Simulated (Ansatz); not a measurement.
Crystal: AlFe3.

```
Fe Al
1.0
     0.00000    2.88714    2.88714
     2.88714    0.00000    2.88714
     2.88714    2.88714    0.00000
Fe Al
3 1
Direct
  0.75000 0.75000 0.75000
  0.25000 0.25000 0.25000
  0.50000 0.50000 0.50000
  0.00000 0.00000 0.00000
```

The cell comes from a database or a generator and needn't be the stable form of this composition.

Alike in all runs: program Ansatz 0.2.0; functional PBEsol; potentials or basis Ansatz PAW; cutoff 420 eV (not typed: the program's choice for these potentials); k mesh 8 × 8 × 8; occupations fermi-dirac, width 0.05 eV.

Starts and where they ended:

| start | free energy over the lowest (meV/atom) | net moment (μB) | site or absolute moments (μB) | gap |
| --- | --- | --- | --- | --- |
| collinear spin, ferromagnetic start of up to 4.5 μB | 0.0 | 6.04 | Fe +1.94, +2.42; Al -0.08 | none (metal or under the smearing width) |
| collinear spin, random start of up to 3.35 μB | 0.0 | 6.04 | Fe +1.94, +2.42; Al -0.08 | none (metal or under the smearing width) |
| collinear spin, ferromagnetic start of up to 3 μB | 0.0 | 6.04 | Fe +1.94, +2.42; Al -0.08 | none (metal or under the smearing width) |
| collinear spin, ferrimagnetic start of up to 3 μB | 0.0 | 6.04 | Fe +1.94, +2.42; Al -0.08 | none (metal or under the smearing width) |
| collinear spin, antiferromagnetic start of up to 3 μB | 0.0 | 6.04 | Fe +1.94, +2.42; Al -0.08 | none (metal or under the smearing width) |
| no spin polarisation | 264.4 | - | - | none (metal or under the smearing width) |

Allowing spin polarisation gains 264 meV/atom. A still lower state may exist.

Caveats: the starting moments weren't kept (some runs).
